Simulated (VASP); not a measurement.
Runs of VASP 6.6.1 on Li2O. Symmetry: Fm-3m, No. 225, cubic system. The conventional cell has a = 4.580 Å, b = 4.580 Å, c = 4.580 Å, α = 90.00°, β = 90.00°, γ = 90.00°. Li (site symmetry -43m) is surrounded by 4 O at 1.98 Å. Around O (site symmetry m-3m) lie 8 Li at 1.98 Å. 

| task | cell | k mesh | cutoff (eV) | smearing | gap on the mesh (eV) | pressure (GPa) | relaxed volume (Å³/atom) |
| --- | --- | --- | --- | --- | --- | --- | --- |
| single point | Fm-3m, 8.01 Å³/atom | 8 × 8 × 8 | 520 | gaussian 0.02 eV | 4.86 | - | - |
| single point | Fm-3m, 8.16 Å³/atom | 6 × 6 × 6 | 520 | gaussian 0.1 eV | 4.83 | - | - |
| relaxation of cell and atoms | relaxed | 8 × 8 × 8 | 600 | gaussian 0.02 eV | (a) | 0.1 | 8.00 |
| relaxation of cell and atoms | relaxed from: cell and atoms relaxed tightly for response | 8 × 8 × 8 | 600 | gaussian 0.01 eV | 4.86 | 0.0 | 8.01 |
| single point | cell and atoms relaxed tightly for response | 8 × 8 × 8 | 520 | gaussian 0.01 eV | 4.86 | - | - |

Alike in all rows: level PBEsol; potentials or basis VASP PAW PBE potentials, release 64 (Li_sv, O); no spin polarisation.

Fill in the values left out.

(a) 4.87.

Caveats: the cutoff is under 1.25 times the usual one of these potentials, so pressure, stress and relaxed cells hold a basis-set (Pulay) error; the PAW data sets were made with another functional, which shifts forces and pressure a little.

A k mesh can miss the band edges.
